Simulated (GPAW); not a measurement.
# SiC (Moissanite) (P6_3mc) in GPAW: a series of runs

One crystal, SiC (Moissanite), is run at these levels: C09-vdW, RPBE, LDA, vdW-DF; tasks: band structure, equation of state.

Program: GPAW 26.7.0. These are calculated values, not measurements. Logs are shortened: lines on timing, memory, paths and dates and some standing lists are left out, and cuts for length are marked. The log counts tension as positive stress, the text compression.

**1. The crystal as given**

It takes space group P6_3mc (No. 186, hexagonal). Conventional cell: a = 3.076 Å, b = 3.076 Å, c = 5.048 Å, α = 90.00°, β = 90.00°, γ = 120.00°. Around Si (site symmetry 3m) lie 4 C at 1.87 to 1.94 Å. C (site symmetry 3m) is surrounded by 4 Si at 1.87 to 1.94 Å.

**2. Band structure, C09-vdW**

File run.py:

```python
from ase.dft.bandgap import bandgap
from ase.io import read, write
from gpaw import GPAW, PW

atoms = read('SiC.cif')

calc = GPAW(mode=PW(800),
            xc={'name': 'C09-vdW', 'backend': 'libvdwxc'},
            kpts={'size': (7, 7, 4), 'gamma': True},
            occupations={'name': 'fermi-dirac', 'width': 0.05},
            nbands=18,
            convergence={'density': 1e-05, 'energy': 1e-05},
            maxiter=150,
            txt='gpaw.txt')
atoms.calc = calc
energy = atoms.get_potential_energy()
forces = atoms.get_forces()
calc.write('gs.gpw')
write('result.traj', atoms)
print(f'Energy: {energy:.6f} eV')
print('Forces (eV/A):')
print(forces.round(4))
print('Fermi level:', round(calc.get_fermi_level(), 4), 'eV')
print(f'Gap: {bandgap(calc)[0]:.4f} eV, direct: {bandgap(calc, direct=True)[0]:.4f} eV')

path = atoms.cell.bandpath('GMKGALHA,LM,KH', npoints=80, eps=1e-4)
bs_calc = calc.fixed_density(kpts=path, symmetry='off', nbands=29,
                             convergence={'bands': 'CBM+6.0', 'eigenstates': 1e-6}, txt='bands.txt')
bs = bs_calc.band_structure()
bs.write('bs.json')
print(f'Gap on the path: {bandgap(bs_calc)[0]:.4f} eV')
```

File SiC.cif:

```cif
data_SiC
_cell_length_a 3.07600000
_cell_length_b 3.07600000
_cell_length_c 5.04800000
_cell_angle_alpha 90.00000000
_cell_angle_beta 90.00000000
_cell_angle_gamma 120.00000000
_space_group_name_H-M_alt 'P1'
_space_group_name_Hall 'P 1'
_space_group_IT_number 1
loop_
_space_group_symop_operation_xyz
'x,y,z'
loop_
_atom_site_label
_atom_site_type_symbol
_atom_site_symmetry_multiplicity
_atom_site_Wyckoff_symbol
_atom_site_fract_x
_atom_site_fract_y
_atom_site_fract_z
_atom_site_occupancy
Si1 Si 1 a 0.6666666667 0.3333333333 0.5000000000 1
Si2 Si 1 a 0.3333333333 0.6666666667 0.0000000000 1
C1 C 1 a 0.6666666667 0.3333333333 0.8850000000 1
C2 C 1 a 0.3333333333 0.6666666667 0.3850000000 1
```

Potentials or basis: GPAW PAW data sets (gpaw-data 1.2.1), pw.

The run is started by

```
OMP_NUM_THREADS=1 python run.py
```

gpaw.txt:

```text
__  _  _
 | _ |_)|_||  |
 |__||  | ||/\| - 26.7.0

Input parameters:
  mode=PW(ecut=800.0),
  convergence={'density': 1e-05, 'energy': 1e-05},
  kpts=MonkhorstPack(size=(7, 7, 4), gamma=True),
  maxiter=150,
  nbands=18,
  occupations=Occupations(name='fermi-dirac', width=0.05),
  xc=XC(name='C09-vdW', backend='libvdwxc')

Diagonalizing LCAO Hamiltonian
Converting LCAO to pw mode

           C

           Si
        C

        Si

Atoms  # Å, Bohr magnetons
|   | symbol |         x |        y |        z |    initial magnetic moments |
|---|--------|-----------|----------|----------|-----------------------------|
| 0 |     Si |  1.538000 | 0.887965 | 2.524000 | ( 0.0000,  0.0000,  0.0000) |
| 1 |     Si | -0.000000 | 1.775929 | 0.000000 | ( 0.0000,  0.0000,  0.0000) |
| 2 |      C |  1.538000 | 0.887965 | 4.467480 | ( 0.0000,  0.0000,  0.0000) |
| 3 |      C | -0.000000 | 1.775929 | 1.943480 | ( 0.0000,  0.0000,  0.0000) |

Unit cell  # Å
| periodic |         x |        y |        z |  lengths |     angles |
|----------|-----------|----------|----------|----------|------------|
|      yes |  3.076000 | 0.000000 | 0.000000 | 3.076000 |  90.000000 |
|      yes | -1.538000 | 2.663894 | 0.000000 | 3.076000 |  90.000000 |
|      yes |  0.000000 | 0.000000 | 5.048000 | 5.048000 | 120.000000 |

Number of symmetries: 6
Symmetry operations  # r_c * U_cc + t_c -> r_c
|   | kind |            matrix            |
|---|------|------------------------------|
| 0 |  σ   |  1, 1, 0,  0,-1, 0,  0, 0, 1 |
| 1 |  E   |  1, 0, 0,  0, 1, 0,  0, 0, 1 |
| 2 |  C3  |  0, 1, 0, -1,-1, 0,  0, 0, 1 |
| 3 |  σ   |  0,-1, 0, -1, 0, 0,  0, 0, 1 |
| 4 |  σ   | -1, 0, 0,  1, 1, 0,  0, 0, 1 |
| 5 |  C3  | -1,-1, 0,  1, 0, 0,  0, 0, 1 |

BZ-sampling:
  Number of BZ points: 196
  Number of IBZ points: 28

  Monkhorst-Pack size: [7, 7, 4]
  Monkhorst-Pack shift: [0.0, 0.0, 0.125]

K-points  # in reciprocal-cell coordinates
|     |                                coordinates |     weight |
|-----|--------------------------------------------|------------|
|   0 | (  0.00000000,   0.00000000,   0.00000000) | 0.00510204 |
|   1 | (  0.00000000,   0.00000000,   0.25000000) | 0.01020408 |
|   2 | (  0.00000000,   0.00000000,   0.50000000) | 0.00510204 |
|   3 | (  0.14285714,   0.00000000,  -0.25000000) | 0.03061224 |
|   4 | (  0.14285714,   0.00000000,   0.00000000) | 0.03061224 |
|   5 | (  0.14285714,   0.00000000,   0.25000000) | 0.03061224 |
|   6 | (  0.14285714,   0.00000000,   0.50000000) | 0.03061224 |
|   7 | (  0.28571429,  -0.14285714,   0.00000000) | 0.03061224 |
|   8 | (  0.28571429,  -0.14285714,   0.25000000) | 0.06122449 |
|   9 | (  0.28571429,  -0.14285714,   0.50000000) | 0.03061224 |
| ... |                                            |            |
|  27 | (  0.42857143,   0.42857143,   0.50000000) | 0.03061224 |

Plane wave coefficients: 2140
Cutoff: 800.0 eV

Spin-components: 1 (collinear spins)
Bands:           18
Projectors:      20
Spin-degeneracy: 2
Datatype:        complex128

Parallelization:
  kpt:    1
  domain: 1
  band:   1

Density:
  Valence electrons: 16.0
  Components: 1
  Grid points: [21 21 35]
  Charge: 0.0  # |e|

Potential:
  Grid points: [21 21 35]

species:
  Si:
    name:    Silicon
    Z:       14.0
    valence: 4
    core:    10
    charge:  0.0  # [|e|]
    compensation charges:
      type: gauss
      rc: 0.33  # [Å]
      lmax: 2
    cutoffs:
      filter: 1.86  # [Å]
      core: 2.06  # [Å]
    projectors
    | kind |    occ | energy [eV] | rcut [Å] |
    |------|--------|-------------|----------|
    |   3s |  2.000 |     -10.812 |    1.058 |
    |   3p |  2.000 |      -4.081 |    1.058 |
    |    s |        |      16.399 |    1.058 |
    |    p |        |      23.130 |    1.058 |
    |    d |        |       0.000 |    1.058 |

    Using partial waves for Si as LCAO basis

  C:
    name:    Carbon
    Z:       6.0
    valence: 4
    core:    2
    charge:  0.0  # [|e|]
    compensation charges:
      type: gauss
      rc: 0.20  # [Å]
      lmax: 2
    cutoffs:
      filter: 1.14  # [Å]
      core: 1.14  # [Å]
    projectors
    | kind |    occ | energy [eV] | rcut [Å] |
    |------|--------|-------------|----------|
    |   2s |  2.000 |     -13.751 |    0.635 |
    |   2p |  2.000 |      -5.284 |    0.635 |
    |    s |        |      13.461 |    0.635 |
    |    p |        |      21.927 |    0.635 |
    |    d |        |       0.000 |    0.635 |

    Using partial waves for C as LCAO basis

Reference energy: -17827.944731  # eV

eigensolver:
  PPCG
  Converge bands: occupied
  niter=2

density mixing:
  MSR1-Mixer
  Pratt-step length: 0.05
  Maximum mixing coefficient: 0.75
  Old densities: 10
  SVD Regularization: 0.005
  Good broyden scale: 1.0
  Trust region scale: 1.0
  Backstep threshold: 4.0
  History deletion threshold: 6.0
  Fourier metric: weight=20.0, sigma=0.015

occupation numbers:
  Fermi-Dirac:
    width: 0.0500  # eV

poisson solver:
  ecut: 6400.0  # eV

xc functional:
  name: vdW-C09 with libvdwxc
  Mode: serial
  Semilocal: GGA_X_C09X+LDA_C_PW with 2 nearest neighbor stencil
  Corresponding non-local functional: vdW-DF
  Local blocksize: 42 x 42 x 70
  PAW datasets: PBE

convergence criteria:
- Maximum integral of absolute [dens]ity change: 1e-05 electrons / valence electron
- Maximum [total energy] change in last 3 cyles: 1e-05 eV / valence electron
- Maximum integral of absolute [eigenst]ate change: 4e-08 eV^2 / valence electron
maximum number of iterations: 150

SCF iterations
|iter     | |      energy | eigst |  dens |
|---------|-|-------------|-------|-------|
|iter:   1| |  -14.360000 | -0.12 |       |
|iter:   2| |  -13.614711 | -2.15 | -0.56 |
|iter:   3| |  -11.084175 | -0.74 | -0.61 |
|iter:   4| |  -11.089154 | -2.90 | -1.32 |
|iter:   5| |  -11.094060 | -3.53 | -1.70 |
|iter:   6| |  -11.094165 | -5.32 | -2.67 |
|iter:   7| |  -11.094172c| -6.61 | -3.31 |
|iter:   8| |  -11.094172c| -8.00c| -4.14 |
|iter:   9| |  -11.094172c| -7.69c| -4.55 |
|iter:  10| |  -11.094172c| -8.64c| -5.35c|

Converged in 10 steps
Energy contributions relative to reference atoms: (reference = -17827.944731)

Energy contributions:
  Kinetic:          32.174249
  Coulomb:         -26.988638
  Zero:             -0.030633
  External:          0.000000
  Xc:              -16.249151
  Entropy:          -0.000000
  Spinorbit:         0.000000
  ----------------------------
  Free energy:     -11.094172
  Extrapolated:    -11.094172

dipole moment: (-0.000000, -0.000003, -8.936208)  # |e|*Ang

Fermi level: 10.008
Eigenvalues  # (at kpt = [0.000, 0.000, 0.000])
| band index |      eig [eV] | occ [0-2] |
|------------|---------------|-----------|
|          0 |        -7.186 |     2.000 |
|          1 |        -3.661 |     2.000 |
|          2 |        -0.198 |     2.000 |
|          3 |         6.955 |     2.000 |
|          4 |         6.955 |     2.000 |
|          5 |         8.234 |     2.000 |
|          6 |         8.234 |     2.000 |
|          7 |         8.508 |     2.000 |
|          8 |        13.170 |     0.000 |
|          9 |        14.582 |     0.000 |
|         10 |        14.987 |     0.000 |
|         11 |        14.987 |     0.000 |
|         12 |        16.061 |     0.000 |
|         13 |        17.196 |     0.000 |
|         14 |        17.196 |     0.000 |
|         15 |        19.812 |     0.000 |
|        ... |               |           |
|         17 |        19.880 |     0.000 |

Gap: 2.561 eV
Transition (v -> c):
  (s=0, k=0, n=7, [0.00, 0.00, 0.00]) -> (s=0, k=22, n=8, [0.43, 0.29, 0.00])
Direct/indirect transitions are different
Direct gap: 4.101 eV
Transition at: (s=0, k=19, n=7, [0.43, 0.00, 0.00])

Forces  # eV/Ang
|        x |       y |        z |
|----------|---------|----------|
|  0.00000 | 0.00000 |  0.77886 |  # Si   0
|  0.00000 | 0.00000 |  0.77884 |  # Si   1
|  0.00000 | 0.00000 | -0.77886 |  # C    2
| -0.00000 | 0.00000 | -0.77879 |  # C    3

# Writing to gs.gpw (mode='')
```

stdout:

```text
Energy: -11.094172 eV
Forces (eV/A):
[[ 0.      0.      0.7789]
 [ 0.      0.      0.7788]
 [ 0.      0.     -0.7789]
 [-0.      0.     -0.7788]]
Fermi level: 10.0081 eV
Gap: 2.5614 eV, direct: 4.1007 eV
Gap on the path: 2.2464 eV
```

bands.txt:

```text
Diagonalizing LCAO Hamiltonian
Converting LCAO to pw mode
convergence criteria:
- Maximum integral of absolute [eigenst]ate change: 1e-06 eV^2 / valence electron
maximum number of iterations: 150

SCF iterations
|iter     | |      energy | eigst |  dens |
[... 85 lines left out ...]
         [0.5       , 0.        , 0.08333333],
         [0.5       , 0.        , 0.        ],
         [0.33333333, 0.33333333, 0.        ],
         [0.33333333, 0.33333333, 0.08333333],
         [0.33333333, 0.33333333, 0.16666667],
         [0.33333333, 0.33333333, 0.25      ],
         [0.33333333, 0.33333333, 0.33333333],
         [0.33333333, 0.33333333, 0.41666667],
         [0.33333333, 0.33333333, 0.5       ]])),
  maxiter=150,
  nbands=29,
  occupations=Occupations(name='fermi-dirac', width=0.05),
  symmetry=Symmetry(point_group=False, time_reversal=False),
  xc=XC(name='C09-vdW', backend='libvdwxc')
```

Wall time 66 s (1 thread of Arm Neoverse V1, shared host); peak memory 0.34 GiB.

Results:

* Free energy: -11.0942 eV
* Largest force: 0.779 eV/Å
* Band gap along the path: 2.25 eV, indirect (least direct gap 4.04 eV)

Forces on the atoms (eV/Å):
```
Si   0.000  0.000  0.779
Si   0.000  0.000  0.779
C    0.000  0.000 -0.779
C    0.000  0.000 -0.779
```

Levels at the corners of the path, in eV from the valence-band top:
```
point  band 4  band 5  band 6  band 7  band 8  band 9  band 10  band 11  band 12  band 13
    Γ   -1.55   -1.55   -0.27   -0.27    0.00    4.66     6.07     6.48     6.48     7.55
    M   -6.54   -5.43   -3.55   -3.28   -1.48    2.56     4.15     6.75     7.17     9.69
    K   -6.47   -6.47   -4.13   -4.04   -4.04    2.25     7.91     8.62     8.62     9.41
    Γ   -1.55   -1.55   -0.27   -0.27    0.00    4.66     6.07     6.48     6.48     7.55
    A   -4.45   -0.96   -0.96   -0.96   -0.96    5.74     5.74     7.15     7.15     7.15
    L   -8.46   -2.69   -2.69   -2.34   -2.34    3.14     3.14     4.98     4.98    10.36
    H   -7.92   -5.89   -5.89   -1.75   -1.75    4.82     4.82     5.91     5.91    10.25
    A   -4.45   -0.96   -0.96   -0.96   -0.96    5.74     5.74     7.15     7.15     7.15
    L   -8.46   -2.69   -2.69   -2.34   -2.34    3.14     3.14     4.98     4.98    10.36
    M   -6.54   -5.43   -3.55   -3.28   -1.48    2.56     4.15     6.75     7.17     9.69
    K   -6.47   -6.47   -4.13   -4.04   -4.04    2.25     7.91     8.62     8.62     9.41
    H   -7.92   -5.89   -5.89   -1.75   -1.75    4.82     4.82     5.91     5.91    10.25
```

Caveat: the PAW data sets were made with another functional, which shifts forces and pressure a little.

(Part 1 of 2 ends here.)
